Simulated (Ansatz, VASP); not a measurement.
# PbS (Galena) in two plane-wave programs

Wanted: the spread between two codes on one cell, functional and k mesh.

Method: plane waves, with VASP 6.6.1 beside it; single point at LDA, in Ansatz 0.2.0.

The database entry behind the starting cell differs from later determinations by our own check (about 0.1 % short), so it need not match the best structure at ambient conditions.

**1. The structure**

The structure is cubic, space group Fm-3m (No. 225). Conventional cell: a = 5.931 Å, b = 5.931 Å, c = 5.931 Å, α = 90.00°, β = 90.00°, γ = 90.00°. Pb has 6 S at 2.97 Å nearest. Nearest to S lie 6 Pb at 2.97 Å. Farther neighbours and most contacts between anions are not listed.

**2. Ansatz: single point, LDA**

Ansatz runs on its default PAW (the set named soft_2) files.

A single point gives forces, pressure and levels at one fixed geometry, so differences don't come from the geometry; what else differs is listed under the comparison.

The input, input.yaml:

```yaml
crystal:
  lattice:
    - [0.0, 2.96575, 2.96575]
    - [2.96575, 0.0, 2.96575]
    - [2.96575, 2.96575, 0.0]
  atoms:
    - { symbol: Pb, position: [0.0, 0.0, 0.0] }
    - { symbol: S, position: [0.5, 0.5, 0.5] }
hamiltonian:
  xc: lda
  pseudopotentials: { kind: paw }
kpoints:
  mp_grid: { grid: [7, 7, 7] }
scf:
  occupations: { method: gaussian, width: 0.01 }
  n_extra_bands: 4
output:
  forces: true
  stress: true
  eigenvalues: true
```

On the command line:

```console
$ ansatz run input.yaml --threads 2 --pin off --max-ram 4608MiB --backend cpu --events-out ev --progress --plain --runs-dir out
```

Numbers of over 12 decimals in the logs are rounded to 6 here.

Output:

```text
scf.n_extra_bands = 4 over 10 filled bands (N_el = 20.0): the run solves 14 bands
Engine: ansatz 0.2.0, aarch64-unknown-linux-gnu
Pseudopotentials: kind: paw
Pseudopotential: Pb, paw, valence charge 14, recommended cutoff 420 eV (normal), Pb.paw.azcp
Pseudopotential: S, paw, valence charge 6, recommended cutoff 420 eV (normal), S.paw.azcp
Functional definition: SPW92
  exchange = slater_x
  correlation = pw_c
Crystal: 2 atoms, lattice volume = 52.172 Å³
Basis set: ecut = 420 eV, 965 PW (Γ)
Bands: 14, of which v1, the nominal top of the filled ones, is band 10 counted from 1 (9 counted from 0)
Symmetry: 48 space group operations
Space group: Fm-3m (ITA 225), of the structure as read, at distance tolerance 3.7e-5 Å
k-points: 20 of 343
Non-local potential: Pb, projectors of the file, l = 0: 2, l = 1: 2, l = 2: 2, l = 3: 2
Non-local potential: S, projectors of the file, l = 0: 2, l = 1: 2, l = 2: 2
PAW form: soft (Blöchl's): semilocal exchange-correlation on the pseudo side does not see the compensation charge
PAW frozen core: Pb, regenerated for the run's functional, and the local potential with it (the file was generated under x = pbe(κ = 0.804, μ = 0.219515), c = pbe(β = 0.066725))
PAW frozen core: S, regenerated for the run's functional, and the local potential with it (the file was generated under x = pbe(κ = 0.804, μ = 0.219515), c = pbe(β = 0.066725))
PAW one-centre angular grid: Pb, 590 points (default); XC on 64 Gauss nodes
PAW one-centre angular grid: S, 110 points (default); XC on 64 Gauss nodes
Initial density: superposition of atomic densities (neutral atoms: chi_scale 0, normalization atom), corrected by the library's trained network
Initial wavefunctions: pseudopotential atomic-orbital guess
Functional: x = slater, c = lda
SCF iter   1: F=—  HF=-12472.947204 eV  |F-HF|=—  |Δ(HF+E_count)|=         —  Δρ=5.64e-3  dr2=2.33e-2  ethr=1.77e-3  ⟨swp⟩=6.4  Hψ=1708  notcnv=0
preconditioner: auto → none  [insulator: Δε(μ)=0.851 eV  Ē_g=15.285 eV  σ=0.010 eV  W_gap=1.00  n_scr=14 (ndim 8)  ℏωp=23.0 eV  f_vac=0.000  D(μ)=0.00/eV (n_scr^D=0)  ε∞_Penn≈3.3]
SCF iter   2: F=—  HF=-12472.939972 eV  |F-HF|=—  |Δ(HF+E_count)|=   7.23e-3  Δρ=2.54e-3  dr2=5.08e-3  ethr=1.17e-4  ⟨swp⟩=2.0  Hψ=506  notcnv=0
SCF iter   3: F=—  HF=-12472.938456 eV  |F-HF|=—  |Δ(HF+E_count)|=   1.52e-3  Δρ=2.76e-4  dr2=4.74e-5  ethr=2.54e-5  ⟨swp⟩=2.2  Hψ=391  notcnv=0
SCF iter   4: F=—  HF=-12472.938450 eV  |F-HF|=—  |Δ(HF+E_count)|=   5.15e-6  Δρ=4.70e-5  dr2=7.77e-7  ethr=2.37e-7  ⟨swp⟩=2.7  Hψ=454  notcnv=0
SCF iter   5: F=—  HF=-12472.938450 eV  |F-HF|=—  |Δ(HF+E_count)|=   1.47e-7  Δρ=1.66e-5  dr2=1.48e-7  ethr=3.88e-9  ⟨swp⟩=2.0  Hψ=480  notcnv=0
SCF iter   6: F=-12472.938450 eV  HF=-12472.938450 eV  |F-HF|=3.77e-10  |Δ(HF+E_count)|=   5.57e-8  Δρ=2.36e-6  dr2=2.20e-9  ethr=5.00e-10  ⟨swp⟩=5.2  Hψ=1278  notcnv=0
SCF 1 converged in 6 iterations: F = -12472.938450 eV  dr2 = 2.20e-9
  greatest PAW one-centre occupation: 0.982 electrons in one spin orbital (limit 2), on the Pb atom at site 0 (counted from 0), in its partial waves of l = 2
SCF converged after 6 iterations
Free energy (F): -12472.938450 eV
Harris-Foulkes:  -12472.938450 eV  (|F-HF|=3.77e-10)
Internal energy: -12472.938450 eV  (E = F + TS)
E sigma→0 (E₀):  -12472.938450 eV
Fermi energy:    8.264263 eV
--- Per-component energies (eV) ---
  E_band       = -60.787183
  E_kinetic    = 393.904101
  E_local      = -1226.213880  (includes V_loc(G=0)·N_el)
  E_nonlocal   = 383.630917
  E_hartree    = 473.726918
  E_xc         = -315.701972
  E_vxc        = -221.492327  (∫ρ·V_xc dr)
  E_paw        = -10669.003664  (= ΣΔE_a)
  E_vpaw       = -338.068564  (= ΣTr[D̂ρ^β])
  E_aug_tail   = 0.000049  (compensation charges beyond the density's cutoff)
  E_ewald      = -1513.356403
  E_core_change = 0.075484  (= ΣΔE_core)
  E_smearing   = -0.000000  (= −TS)
  E_closure    = -0.000000  (closes the sum)
  Σ components = -12472.938450   (vs F -12472.938450, Δ=0.00e0)
--- Forces (eV/Å), atoms counted from 1 ---
  atom   1  Pb    -0.00000000     0.00000000     0.00000000
  atom   2  S      0.00000000     0.00000000     0.00000000
  max |Σ_I F_I| component: 4.60e-31 eV/Å
--- Stress (GPa, compression-positive) ---
       -2.653678      -0.000000      -0.000000
        0.000000      -2.653678      -0.000000
        0.000000       0.000000      -2.653678
  P = ⅓ Tr σ = -2.6537 GPa (-26.537 kbar)
--- Band table (eV; the first three rows and the last of 20) ---
  k-point 0: bands = [... 6 lower, 2.0017, 5.9796, 5.9796, 5.9796, 13.2007, 13.2007, 13.2007, 14.7630]
  k-point 1: bands = [... 6 lower, 1.4361, 6.0354, 6.0354, 6.3880, 11.7354, 12.2573, 12.2573, 14.6703]
  k-point 2: bands = [... 6 lower, 0.2909, 6.1901, 6.1901, 7.1233, 9.9579, 10.9210, 10.9210, 15.0233]
  k-point 19: bands = [... 6 lower, -0.0322, 3.5506, 4.2452, 6.8802, 10.3138, 12.3765, 12.8273, 15.4125]
```

Wall time 1.1 s (2 threads of Arm Neoverse N1, shared host); peak memory 0.29 GiB; 1.8 s of CPU time.

The run ends at a pressure of -2.65 GPa.

**3. VASP: single point, LDA**

The same cell, functional (in two slightly different forms), mesh and smearing now go to VASP, with its own data sets and cutoff.

Lines of VASP's logs that name or quote its potential files are left out, and so is its time.

The input, INCAR:

```
SYSTEM = PbS
PREC = Accurate
ENCUT = 400
EDIFF = 1E-07
NELM = 100
ISMEAR = 0
SIGMA = 0.01
LREAL = .FALSE.
ALGO = Normal
GGA = CA
NBANDS = 16
LORBIT = 11
LWAVE = .FALSE.
LCHARG = .FALSE.
KPAR = 2
```

The input, POSCAR:

```
PbS
1.0
    0.0000000000      2.9657500000      2.9657500000
    2.9657500000      0.0000000000      2.9657500000
    2.9657500000      2.9657500000      0.0000000000
Pb S
1 1
Direct
    0.0000000000      0.0000000000      0.0000000000
    0.5000000000      0.5000000000      0.5000000000
```

The input, KPOINTS:

```
Automatic mesh
0
Gamma
7 7 7
0 0 0
```

PAW data sets: Pb_d and S (PBE family, release 64).

On the command line:

```console
$ mpirun -np 2 vasp_std
```

Output:

```text
[banner, memory and clock lines left out]
running    2 mpi-ranks, on    1 nodes
 distrk:  each k-point on    1 cores,    2 groups
 distr:  one band on    1 cores,    1 groups

 POSCAR found type information on POSCAR PbS
 POSCAR found :  2 types and       2 ions
|                                                                             |
|               ----> ADVICE to this user running VASP <----                  |
|                                                                             |
|     You enforced a specific xc type in the INCAR file but a different       |
|     [... a line on the potential file left out ...]
|     I HOPE YOU KNOW WHAT YOU ARE DOING!                                     |
|                                                                             |

 LDA part: xc-table for (Slater(with rela. corr.)+CA(PZ))
 , standard interpolation
 POSCAR, INCAR and KPOINTS ok, starting setup
 FFT: planning ... GRIDC
 FFT: planning ... GRID_SOFT
 FFT: planning ... GRID
 WAVECAR not read
 entering main loop
       N       E                     dE             d eps       ncg     rms          rms(c)
DAV:   1     0.147720018325E+03    0.14772E+03   -0.83832E+03   640   0.107E+03
DAV:   2    -0.288494824087E+00   -0.14801E+03   -0.14310E+03   728   0.301E+02
DAV:   3    -0.102748950224E+02   -0.99864E+01   -0.99600E+01   824   0.838E+01
DAV:   4    -0.104716353037E+02   -0.19674E+00   -0.19670E+00   816   0.143E+01
DAV:   5    -0.104803561570E+02   -0.87209E-02   -0.87207E-02   944   0.260E+00    0.405E+00
DAV:   6    -0.100435714465E+02    0.43678E+00   -0.14057E+00  1024   0.997E+00    0.254E+00
DAV:   7    -0.100394640154E+02    0.41074E-02   -0.10298E-01   736   0.195E+00    0.141E+00
DAV:   8    -0.100370655307E+02    0.23985E-02   -0.97804E-03   808   0.831E-01    0.158E-01
DAV:   9    -0.100367746016E+02    0.29093E-03   -0.18712E-03   976   0.280E-01    0.590E-02
DAV:  10    -0.100367991134E+02   -0.24512E-04   -0.12658E-04   856   0.122E-01    0.137E-02
DAV:  11    -0.100367994063E+02   -0.29285E-06   -0.57073E-06   848   0.219E-02    0.484E-03
DAV:  12    -0.100367994714E+02   -0.65184E-07   -0.68233E-07   920   0.103E-02
   1 F= -.10036799E+02 E0= -.10036799E+02  d E =-.510508E-81
```

Parts of OUTCAR (step 3):

```text
ion  position               nearest neighbor table
   1  0.000  0.000  0.000-   2 2.97   2 2.97   2 2.97   2 2.97   2 2.97   2 2.97
   2  0.500  0.500  0.500-   1 2.97   1 2.97   1 2.97   1 2.97   1 2.97   1 2.97

  LATTYP: Found a face centered cubic cell.
 ALAT       =     5.9315000000

 Subroutine GETGRP returns: Found 48 space group operations
 (whereof 48 operations were pure point group operations)

The static configuration has the point symmetry O_h .

 Found     20 irreducible k-points:

   k-points           NKPTS =     20   k-points in BZ     NKDIM =     20   number of bands    NBANDS=     16

   dimension x,y,z NGX =    28 NGY =   28 NGZ =   28
   dimension x,y,z NGXF=    56 NGYF=   56 NGZF=   56

   ENCUT  =  400.0 eV  29.40 Ry    5.42 a.u.   6.84  6.84  6.84*2*pi/ulx,y,z

   NELECT =      20.0000    total number of electrons

 k-points in reciprocal lattice and weights: Automatic mesh
   0.00000000  0.00000000  0.00000000       0.003
   0.14285714  0.00000000  0.00000000       0.023
   0.28571429  0.00000000  0.00000000       0.023
   0.42857143  0.00000000  0.00000000       0.023
   0.14285714  0.14285714  0.00000000       0.017
   0.28571429  0.14285714  0.00000000       0.070
   0.42857143  0.14285714  0.00000000       0.070
  -0.42857143  0.14285714  0.00000000       0.070
  -0.28571429  0.14285714  0.00000000       0.070
[...]
-0.42857143  0.42857143  0.14285714       0.070
  -0.28571429  0.42857143  0.14285714       0.070

 average (electrostatic) potential at core
       1 -91.4812       2 -85.5376

 E-fermi :   5.3783

 k-point     1 :       0.0000    0.0000    0.0000
  band No.  band energies     occupation
    ...
      6      -8.0370      2.00000
      7      -0.5472      2.00000
      8       3.3773      2.00000
      9       3.3773      2.00000
     10       3.3773      2.00000
     11      10.6127      0.00000
     12      10.6127      0.00000
     13      10.6127      0.00000
     14      12.2089      0.00000
     15      12.2089      0.00000
    ...

 k-point     2 :       0.1429    0.0000    0.0000
  band No.  band energies     occupation
    ...
      6      -7.8594      2.00000
      7      -1.1214      2.00000
      8       3.4335      2.00000
      9       3.4335      2.00000
     10       3.7944      2.00000
     11       9.1506      0.00000
     12       9.6740      0.00000
     13       9.6740      0.00000
     14      12.0935      0.00000
     15      12.6760      0.00000
    ...

 k-point     3 :       0.2857    0.0000    0.0000
  band No.  band energies     occupation
    ...
      6      -7.3783      2.00000
      7      -2.2775      2.00000
      8       3.5891      2.00000
      9       3.5891      2.00000
     10       4.5397      2.00000
     11       7.3727      0.00000
     12       8.3367      0.00000
     13       8.3367      0.00000
     14      12.4396      0.00000
     15      13.7622      0.00000
    ...

  Total       -0.8032533     -0.8032533     -0.8032533      0.0000000      0.0000000      0.0000000
  in kB      -24.6677470    -24.6677470    -24.6677470      0.0000000      0.0000000      0.0000000
  external PRESSURE =     -24.6677470 kB  Pullay stress =       0.0000000 kB

  energy-cutoff  :      400.00
  volume of cell :       52.17
      direct lattice vectors                 reciprocal lattice vectors
     0.000000000  2.965750000  2.965750000    -0.168591419  0.168591419  0.168591419
     2.965750000  0.000000000  2.965750000     0.168591419 -0.168591419  0.168591419
     2.965750000  2.965750000  0.000000000     0.168591419  0.168591419 -0.168591419

 POSITION                                       TOTAL-FORCE (eV/Angst)
 -----------------------------------------------------------------------------------
      0.00000      0.00000      0.00000        -0.000000      0.000000     -0.000000
      2.96575      2.96575      2.96575         0.000000     -0.000000      0.000000
 -----------------------------------------------------------------------------------
    total drift:                                0.000000      0.000000      0.000000

  FREE ENERGIE OF THE ION-ELECTRON SYSTEM (eV)
  ---------------------------------------------------
  free  energy   TOTEN  =       -10.0367994714 eV

  energy  without entropy=      -10.0367994714  energy(sigma->0) =      -10.03679947

 total charge
# of ion       s       p       d       tot
------------------------------------------
    1        1.468   0.524   9.844  11.836
    2        1.344   2.293   0.000   3.637
--------------------------------------------------
tot          2.812   2.816   9.844  15.472

[... 3 further parts left out ...]
```

The run ends at a pressure of -2.47 GPa.

**4. Differences**

Known differences besides the potentials themselves: the two LDA forms differ slightly; the cutoff is 420 eV in Ansatz and 400 eV in VASP; Ansatz makes its cores anew for this functional, VASP keeps those of its PBE data sets; VASP's log shows a relativistic correction to its local exchange, Ansatz's none. Total energies have different zeros and are not compared.

The two programs side by side:

| quantity | Ansatz | VASP | difference |
| --- | --- | --- | --- |
| pressure (GPa) | -2.65 | -2.47 | -0.19 |
| gap on the k mesh (eV) | 0.882 | 0.875 | +0.007 |

A gap on the mesh is an upper bound, since the band edges may lie between its points; neither run holds spin-orbit coupling, which can move the band edges of a compound of Pb.

**5. Summary of results**

```json
{
 "difference in gap on the k mesh (single point, LDA)": "0.0072 eV"
}
```

**Reading.** The difference in gap on the k mesh is 0.0072 eV (single point, LDA), within the 0.08 eV picked in this series as the mark of a large difference. How closely two codes agree says nothing of how well the functional describes the real material.

[Lines on the potential files, build, host, timing and source positions are cut from VASP's logs without a mark.]

[Logs are printed without paths, hosts, clocks, repeated set-up lines and the standing remarks that a program may print on its own settings, such as how far it seeks lower states.]

[Hosts, paths, dates, database ids (printed as entryN), source tags and the programs' standing remarks are cut or masked in the printed files.]
